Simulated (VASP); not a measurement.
# CdSe (P6_3mc) in VASP: further runs, part 2 of 2

VASP 6.6.1. The steps go on from the part before.

## (5) Relaxation of cell and atoms, LDA

This run uses another cell than the first one, of 28.10 Å³/atom.

The input, INCAR:

```
PREC = Accurate
ENCUT = 600
EDIFF = 1E-7
ISMEAR = 0
SIGMA = 0.01
LREAL = F
LASPH = T
NELM = 100
ALGO = Normal
ISIF = 3
LWAVE = F
LCHARG = F
IBRION = 2
NSW = 80
EDIFFG = -0.01
```

The input, KPOINTS:

```
regular mesh
0
Gamma
  6 6 4
```

The input, POSCAR:

```
CdSe
1.0
    4.3000000000      0.0000000000      0.0000000000
   -2.1500000000      3.7239090000      0.0000000000
    0.0000000000      0.0000000000      7.0200000000
Cd Se
2 2
Direct
    0.3333333333      0.6666666667      0.0000000000
    0.6666666667      0.3333333333      0.5000000000
    0.3333333333      0.6666666667      0.3850000000
    0.6666666667      0.3333333333      0.8850000000
```

Potentials or basis: VASP PAW LDA potentials, release 64 (Cd, Se).

Launch:

```
> cat potpaw_LDA.64/Cd/POTCAR potpaw_LDA.64/Se/POTCAR > POTCAR
> mpirun -np 1 vasp_std > vasp.out
```

OUTCAR:

```text
PREC = Accurate
   ENCUT = 600
   EDIFF = 1E-7
   ISMEAR = 0
   LREAL = F
   LASPH = T
   NELM = 100
   ISIF = 3
   IBRION = 2
   NSW = 80
   EDIFFG = -0.01

 ion  position               nearest neighbor table
   1  0.333  0.667  0.000-   4 2.61   4 2.61   4 2.61   3 2.70
   2  0.667  0.333  0.500-   3 2.61   3 2.61   3 2.61   4 2.70
   3  0.333  0.667  0.385-   2 2.61   2 2.61   2 2.61   1 2.70
   4  0.667  0.333  0.885-   1 2.61   1 2.61   1 2.61   2 2.70

  LATTYP: Found a hexagonal cell.
 ALAT       =     4.3000000000
 C/A-ratio  =     1.6325581395

  Lattice vectors:

 A1 = (   4.3000000000,   0.0000000000,   0.0000000000)
 A2 = (  -2.1500000000,   3.7239090000,   0.0000000000)
 A3 = (   0.0000000000,   0.0000000000,   7.0200000000)

Analysis of symmetry for initial positions (statically):
=====================================================================
 Subroutine PRICEL returns:
 Original cell was already a primitive cell.

 Routine SETGRP: Setting up the symmetry group for a
 hexagonal supercell.

 Subroutine GETGRP returns: Found 12 space group operations
 (whereof  6 operations were pure point group operations)
[... 154 lines left out ...]
 maximum number of plane-waves:      3791
 NGX is ok and might be reduce to    36
   NGX = 17   NGY = 17   NGZ = 29

--------------------------------------- Ionic step        1  -------------------------------------------

 number of electron      35.9999992 magnetization

 Free energy of the ion-electron system (eV)
  ---------------------------------------------------
  ext. energy  EPLUGINS =         0.00000000
  ---------------------------------------------------
  free energy    TOTEN  =       -13.48103063 eV

  energy without entropy =      -13.48103063  energy(sigma->0) =      -13.48103063

------------------------ aborting loop because EDIFF is reached ----------------------------------------

  FORCE on cell =-STRESS in cart. coord.  units (eV):
  Direction    XX          YY          ZZ          XY          YZ          ZX
  --------------------------------------------------------------------------------------
  -------------------------------------------------------------------------------------
  Total       -0.5904123     -0.5904122     -1.7982667      0.0000000      0.0000000      0.0000000
  in kB       -8.4151402     -8.4151391    -25.6306752      0.0000000      0.0000000      0.0000000
  external PRESSURE =     -14.1536515 kB  Pullay stress =       0.0000000 kB
[... 291 lines left out ...]
--------------------------------------- Ionic step        9  -------------------------------------------

 number of electron      35.9999991 magnetization

 Free energy of the ion-electron system (eV)
  ---------------------------------------------------
  ext. energy  EPLUGINS =         0.00000000
  ---------------------------------------------------
  free energy    TOTEN  =       -13.51458357 eV

  energy without entropy =      -13.51458357  energy(sigma->0) =      -13.51458357

 E-fermi :   1.1262     XC(G=0):  -9.4132

 val. band max:        1.0624391151   @ k =   0.0000   0.0000   0.0000
 cond. band min:       1.5402148913   @ k =   0.0000   0.0000   0.0000
 fundamental gap:      0.4777757761
 Fermi energy:         1.1261907168

 k-point     1 :       0.0000    0.0000    0.0000
  band No.  band energies     occupation
      1     -11.7618      2.00000
      2     -11.3507      2.00000
      3      -6.9949      2.00000
      4      -6.9860      2.00000
      5      -6.9860      2.00000
      6      -6.9122      2.00000
[... 545 lines left out ...]
  FREE ENERGIE OF THE ION-ELECTRON SYSTEM (eV)
  ---------------------------------------------------
  free  energy   TOTEN  =       -13.5145835696 eV

  energy  without entropy=      -13.5145835696  energy(sigma->0) =      -13.51458357

 reached required accuracy - stopping structural energy minimisation
```

CONTCAR:

```text
CdSe
   1.00000000000000
     4.2586912136255473    0.0000000000000000    0.0000000000000000
    -2.1293456068127736    3.6881345484063170    0.0000000000000000
    -0.0000000000000000    0.0000000000000000    6.9581613162389750
  Cd              Se
     2     2
Direct
     0.3333333332999970    0.6666666667000030    0.0047712698013360
     0.6666666667000030    0.3333333332999970    0.5047712698013361
     0.3333333332999970    0.6666666667000030    0.3802287301986620
     0.6666666667000030    0.3333333332999970    0.8802287301986619

  0.00000000E+00  0.00000000E+00  0.00000000E+00
  0.00000000E+00  0.00000000E+00  0.00000000E+00
  0.00000000E+00  0.00000000E+00  0.00000000E+00
  0.00000000E+00  0.00000000E+00  0.00000000E+00
```

Wall time 9.8 min (1 thread of Intel Xeon 8259CL, shared host); peak memory 0.25 GiB.

Results:

```
Free energy                           : -13.5146 eV
Relaxed volume                        : 27.32 Å³/atom
Relaxed cell                          : a = 4.259 Å, b = 4.259 Å, c = 6.958 Å, α = 90.00°, β = 90.00°, γ = 120.00°
Space group after relaxing (to 0.1 Å) : P6_3mc (No. 186)
Energy gained by relaxing             : 8.4 meV/atom
Ionic steps                           : 9
Pressure after relaxing               : 0.0 GPa
Largest force after relaxing          : 0.004 eV/Å
Band gap on the k mesh                : 0.48 eV
```

Forces in eV/Å, atoms in the order of the input:
```
Cd   0.000  0.000  0.004
Cd   0.000  0.000  0.004
Se   0.000  0.000 -0.004
Se   0.000  0.000 -0.004
```

Step by step:
```tsv
step	energy change (eV)	largest force (eV/Å)	pressure (GPa)	volume (Å³)
1	0.0000	0.2665	-1.42	112.41
2	-0.0284	0.0851	0.48	108.41
3	-0.0288	0.1087	0.26	108.81
4	-0.0307	0.0361	0.00	109.29
5	-0.0308	0.0252	-0.04	109.36
6	-0.0319	0.0229	-0.07	109.43
7	-0.0333	0.0140	-0.18	109.64
8	-0.0333	0.0062	0.20	108.90
9	-0.0336	0.0045	0.00	109.29
```

Final structure:
```xyz
4
Lattice="4.2587 0.0000 0.0000 -2.1293 3.6881 0.0000 0.0000 0.0000 6.9582" Properties=species:S:1:pos:R:3 pbc="T T T"
Cd    0.0000    2.4588    0.0332
Cd    2.1293    1.2294    3.5123
Se    0.0000    2.4588    2.6457
Se    2.1293    1.2294    6.1248
```

Caveat: semilocal functionals underestimate gaps, and a narrow one can read as zero.

## (6) Overview

```csv
task,level,potentials or basis,cell,cutoff (eV),gap on the mesh (eV),pressure (GPa),relaxed volume (Å³/atom)
single point,RPBE,"VASP PAW PBE potentials, release 64 (Cd, Se)","a = 4.445, b = 4.445, c = 7.255 Å, angles 90.0, 90.0, 120.0°, 4 atoms, atomic positions A",520,0.62,0.2,-
relaxation of cell and atoms,PBE+D4,"VASP PAW PBE potentials, release 64 (Cd, Se)","relaxed from a = 4.300, b = 4.300, c = 7.020 Å, angles 90.0, 90.0, 120.0°, 4 atoms, atomic positions B",600,0.61,0.0,28.74
relaxation of cell and atoms,RPBE,"VASP PAW PBE potentials, release 64 (Cd, Se)","relaxed from a = 4.300, b = 4.300, c = 7.020 Å, angles 90.0, 90.0, 120.0°, 4 atoms, atomic positions B",600,0.61,0.0,31.18
relaxation of cell and atoms,LDA,"VASP PAW LDA potentials, release 64 (Cd, Se)","relaxed from a = 4.300, b = 4.300, c = 7.020 Å, angles 90.0, 90.0, 120.0°, 4 atoms, atomic positions B",600,0.48,0.0,27.32
```

Alike in all rows: no spin polarisation; k mesh 6 × 6 × 4; smearing gaussian 0.01 eV.

Caveats: semilocal functionals underestimate gaps, and a narrow one can read as zero; the PAW data sets were made with another functional, which shifts forces and pressure a little (at least some runs).

Absolute energies hang on the potentials; compare differences alone.

## (7) How close it comes

Step 2. Measured gap of CdSe: 1.841 eV (2 K; a printed reference work, data compilation). This calculation gives 0.62 eV (-1.22 eV). So large a miss can be the level of theory's own, or it may mean another phase, state or a wrong row. Spin-orbit coupling on Cd, Se is left out. The value is that of RPBE, without temperature or zero-point motion. Semilocal functionals fall short of measured gaps as a rule.
